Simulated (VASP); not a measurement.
# Hf (Im-3m) in VASP: notebook

One crystal, Hf, is run at these levels: PBE; tasks: single point.

All numbers are computed with VASP 6.6.1; they aren't measurements. Logs are shortened: lines on timing, memory, paths and dates and some standing lists are left out, and cuts for length are marked.

## Step 1: Starting point

The structure is cubic, space group Im-3m (No. 229). The conventional cell has a = 3.610 Å, b = 3.610 Å, c = 3.610 Å, α = 90.00°, β = 90.00°, γ = 90.00°. Around Hf (site symmetry m-3m) lie 8 Hf at 3.13 Å.

This isn't the form of Hf at room conditions, which is hcp.

## Step 2: Single point, PBE (volume scaled by 1.06)

INCAR

```
SYSTEM = Hf
  PREC = Accurate
  ENCUT = 520
  EDIFF = 1E-7
  ISMEAR = -1
  SIGMA = 0.05
  LREAL = .False.
  LASPH = .True.
  NELM = 60
  ALGO = Normal
  ISIF = 2
  LWAVE = .False.
  LCHARG = .False.
  GGA = PE
  NBANDS = 11
```

KPOINTS

```
regular mesh
0
Gamma
  10 10 10
  0 0 0
```

POSCAR

```
Hf
1.0
   -1.8404011445      1.8404011445      1.8404011445
    1.8404011445     -1.8404011445      1.8404011445
    1.8404011445      1.8404011445     -1.8404011445
Hf
1
Direct
    0.0000000000      0.0000000000      0.0000000000
```

Potentials or basis: VASP PAW PBE potentials, release 64 (Hf_pv).

On the command line:

```bash
$ cat potpaw_PBE.64/Hf_pv/POTCAR > POTCAR
$ mpirun -np 1 vasp_std > vasp.out
```

OUTCAR:

```text
SYSTEM = Hf
   PREC = Accurate
   ENCUT = 520
   EDIFF = 1E-7
   ISMEAR = -1
   LREAL = .False.
   LASPH = .True.
   NELM = 60
   ISIF = 2
   GGA = PE

 ion  position               nearest neighbor table
   1  0.000  0.000  0.000-

  LATTYP: Found a body centered cubic cell.
 ALAT       =     3.6808022890

  Lattice vectors:

 A1 = (  -1.8404011445,   1.8404011445,   1.8404011445)
 A2 = (   1.8404011445,  -1.8404011445,   1.8404011445)
 A3 = (   1.8404011445,   1.8404011445,  -1.8404011445)

Analysis of symmetry for initial positions (statically):
=====================================================================
 Subroutine PRICEL returns:
 Original cell was already a primitive cell.

 Routine SETGRP: Setting up the symmetry group for a
 body centered cubic supercell.

 Subroutine GETGRP returns: Found 48 space group operations
 (whereof 48 operations were pure point group operations)
 out of a pool of 48 trial point group operations.

The static configuration has the point symmetry O_h .

Analysis of symmetry for dynamics (positions and initial velocities):
=====================================================================
 Subroutine PRICEL returns:
 Original cell was already a primitive cell.

 Routine SETGRP: Setting up the symmetry group for a
 body centered cubic supercell.

 Subroutine GETGRP returns: Found 48 space group operations
 (whereof 48 operations were pure point group operations)
 out of a pool of 48 trial point group operations.

The dynamic configuration has the point symmetry O_h .

 Subroutine INISYM returns: Found 48 space group operations
 (whereof 48 operations are pure point group operations),
 and found     1 'primitive' translations

----------------------------------------------------------------------------------------

                                     Primitive cell

  volume of cell :      24.9343

  direct lattice vectors                    reciprocal lattice vectors
    -1.840401144  1.840401144  1.840401144     0.000000000  0.271679901  0.271679901
     1.840401144 -1.840401144  1.840401144     0.271679901  0.000000000  0.271679901
     1.840401144  1.840401144 -1.840401144     0.271679901  0.271679901  0.000000000

  length of vectors
     3.187668289  3.187668289  3.187668289     0.384213400  0.384213400  0.384213400

  position of ions in fractional coordinates (direct lattice)
[... 83 lines left out ...]
   ISIF   =      2    stress and relaxation
   ISYM   =      2    0-nonsym 1-usesym 2-fastsym
   POTIM  = 0.5000    time-step for ionic-motion
   TEBEG  =    0.0;   TEEND  =   0.0 temperature during run
   PSTRESS=    0.0 pullay stress
   NELECT =      10.0000    total number of electrons
   NUPDOWN=      -1.0000    fix difference up-down
   EMIN   =  10.00;   EMAX   =-10.00  energy-range for DOS
   EFERMI =   0.00;   METHOD = LEGACY
   ISMEAR =    -1;   SIGMA  =   0.05  broadening in eV -4-tet -1-fermi 0-gaus
   EFERMI_NEDOS =   21; number of points for ismear=-14 and -15
   IALGO  =     38    algorithm
   IMIX   =      4    mixing-type and parameters
     AMIX     =   0.40;   BMIX     =  1.00
     AMIX_MAG =   1.60;   BMIX_MAG =  1.00
  volume/ion in A,a.u.               =      24.93       168.27
  Fermi-wavevector in a.u.,A,eV,Ry     =   1.207283  2.281434 19.830923  1.457532
  Thomas-Fermi vector in A             =   2.342925
   LORBIT       =      0    0 simple, 1 ext, 2 COOP (PROOUT), +10 PAW based schemes
   GGA     = PE    functional components
   LHFCALC =     F    Hartree Fock is set to
   AEXX    =    0.0000 exact exchange contribution
   IVDW    =     0    specifies the selected vdW correction
   LEPSILON=     F    determine dielectric tensor
   LRPA    =     F    only Hartree local field effects (RPA)
 non-spin polarized calculation
  energy-cutoff  :      520.00
  volume of cell :       24.93
 maximum number of plane-waves:       683
   NGX = 11   NGY = 11   NGZ = 11

 number of electron      10.0000000 magnetization

 number of electron       9.9999999 magnetization

 Free energy of the ion-electron system (eV)
  ---------------------------------------------------
  ext. energy  EPLUGINS =         0.00000000
  ---------------------------------------------------
  free energy    TOTEN  =        -9.66532623 eV

  energy without entropy =       -9.64756330  energy(sigma->0) =       -9.65644477

 E-fermi :   3.8764     XC(G=0): -10.8029

 val. band max:        3.8669784157   @ k =   0.3000   0.2000   0.0000
 cond. band min:       3.9326916792   @ k =  -0.4000   0.4000   0.1000
 fundamental gap:      0.0657132635
 Fermi energy:         3.8764196314

 k-point     1 :       0.0000    0.0000    0.0000
  band No.  band energies     occupation
      1     -26.3914      2.00000
      2     -26.3914      2.00000
      3     -26.3914      2.00000
      4      -2.8056      2.00000
      5       5.3006      0.00000
      6       5.3006      0.00000
      7       5.3006      0.00000
      8       7.7776      0.00000
      9       7.7776      0.00000
     10      16.6469      0.00000
     11      16.6469      0.00000
[... 309 lines left out ...]
 k-point    24 :      -0.3000    0.3000    0.1000
  band No.  band energies     occupation
      1     -26.7580      2.00000
      2     -26.5347      2.00000
      3     -26.4347      2.00000
      4      -0.1064      2.00000
      5       4.1196      0.01533
      6       4.3363      0.00020
      7       6.6073      0.00000
      8       7.8529      0.00000
      9       8.4221      0.00000
     10      15.0279      0.00000
     11      16.7167      0.00000

 [... further k-points ...]

------------------------ aborting loop because EDIFF is reached ----------------------------------------

  FORCE on cell =-STRESS in cart. coord.  units (eV):
  Direction    XX          YY          ZZ          XY          YZ          ZX
  --------------------------------------------------------------------------------------
  -------------------------------------------------------------------------------------
  Total       -1.4988845     -1.4988845     -1.4988845     -0.0000000      0.0000000      0.0000000
  in kB      -96.3121925    -96.3121925    -96.3121925     -0.0000000      0.0000000      0.0000000
  external PRESSURE =     -96.3121925 kB  Pullay stress =       0.0000000 kB

 VOLUME and BASIS-vectors are now :
 -----------------------------------------------------------------------------
  energy-cutoff  :      520.00
  volume of cell :       24.93
      direct lattice vectors                 reciprocal lattice vectors
    -1.840401144  1.840401144  1.840401144     0.000000000  0.271679901  0.271679901
     1.840401144 -1.840401144  1.840401144     0.271679901  0.000000000  0.271679901
     1.840401144  1.840401144 -1.840401144     0.271679901  0.271679901  0.000000000

 POSITION                                       TOTAL-FORCE (eV/Angst)
 -----------------------------------------------------------------------------------
      0.00000      0.00000      0.00000        -0.000000      0.000000      0.000000
 -----------------------------------------------------------------------------------
    total drift:                                0.000000      0.000000      0.000000

  FREE ENERGIE OF THE ION-ELECTRON SYSTEM (eV)
  ---------------------------------------------------
  free  energy   TOTEN  =        -9.6653262323 eV

  energy  without entropy=       -9.6475633001  energy(sigma->0) =       -9.65644477
```

OSZICAR:

```text
N       E                     dE             d eps       ncg     rms          rms(c)
DAV:   1     0.128044316675E+02    0.12804E+02   -0.55259E+03  1042   0.821E+02
DAV:   2    -0.957005304845E+01   -0.22374E+02   -0.21725E+02  1286   0.153E+02
DAV:   3    -0.100888437763E+02   -0.51879E+00   -0.49414E+00  1277   0.153E+01
DAV:   4    -0.100916554085E+02   -0.28116E-02   -0.28109E-02  1170   0.136E+00
DAV:   5    -0.100916763806E+02   -0.20972E-04   -0.20972E-04  1311   0.999E-02    0.427E+01
DAV:   6    -0.976844227899E+01    0.32323E+00   -0.29106E-01  1118   0.384E+00    0.246E+01
DAV:   7    -0.967060563123E+01    0.97837E-01   -0.37274E-01  1154   0.422E+00    0.109E+00
DAV:   8    -0.966541178245E+01    0.51938E-02   -0.26036E-02  1124   0.119E+00    0.361E-01
DAV:   9    -0.966531972141E+01    0.92061E-04   -0.51363E-04  1257   0.197E-01    0.562E-02
DAV:  10    -0.966532680303E+01   -0.70816E-05   -0.52027E-05  1211   0.534E-02    0.322E-02
DAV:  11    -0.966532629638E+01    0.50664E-06   -0.51434E-06  1234   0.166E-02    0.826E-04
DAV:  12    -0.966532623232E+01    0.64062E-07   -0.10214E-07   972   0.278E-03
   1 F= -.96653262E+01 E0= -.96564448E+01  d E =-.177629E-01
```

Run time: 7.3 s. Hardware: 1 thread of Intel Xeon Platinum 8488C (Sapphire Rapids), shared host; peak memory 0.14 GiB.

What came out:

- Free energy: -9.6653 eV
- Pressure: -9.6 GPa
- Band gap on the k mesh: none (metal or under the smearing width)

Spin-orbit coupling is left out, which matters for the levels of Hf.

## Step 3: Single point, PBE

INCAR

```
SYSTEM = Hf
ALGO     = Normal         ! electronic algorithm
EDIFF    = 1E-6           ! SCF threshold, eV
ENCUT    = 520            ! plane-wave cutoff, eV
GGA      = PE             ! functional
ISIF     = 2              ! what is computed and relaxed
ISMEAR   = -1             ! smearing method
LASPH    = .TRUE.         ! aspherical terms in the spheres
LCHARG   = .FALSE.        ! write CHGCAR
LREAL    = .FALSE.        ! projectors in reciprocal space
LWAVE    = .FALSE.        ! write WAVECAR
NBANDS   = 11             ! bands
NELM     = 100            ! most SCF steps
PREC     = Accurate       ! precision mode
SIGMA    = 0.05           ! smearing width, eV
```

KPOINTS

```
k-points
0
G
  10 10 10
  0 0 0
```

POSCAR

```
Hf
1.0
   -1.8050000000      1.8050000000      1.8050000000
    1.8050000000     -1.8050000000      1.8050000000
    1.8050000000      1.8050000000     -1.8050000000
Hf
1
Direct
    0.0000000000      0.0000000000      0.0000000000
```

Potentials or basis: VASP PAW PBE potentials, release 64 (Hf_pv).

On the command line:

```bash
$ cat potpaw_PBE.64/Hf_pv/POTCAR > POTCAR
$ mpirun -np 1 vasp_std > vasp.out
```

It took 6.9 s on 1 thread of Intel Xeon Platinum 8488C (Sapphire Rapids), shared host; peak memory 0.14 GiB.

Results (log left out):

```yaml
Free_energy: -9.7316 eV
Pressure: -5.2 GPa
Band_gap_on_the_k_mesh: none (metal or under the smearing width)
```

Levels at points of the mesh, in eV from the Fermi level:
```csv
k point,band 3,band 4,band 5,band 6,band 7,band 8
"(0.00, 0.00, 0.00)",-30.04,-6.87,1.48,1.48,1.48,4.12
"(0.50, 0.00, 0.00)",-30.04,-3.23,-0.42,0.89,3.92,4.87
"(0.50, 0.50, 0.50)",-30.52,-2.37,-2.37,6.40,6.40,6.40
```

Spin-orbit coupling is left out, which matters for the levels of Hf.
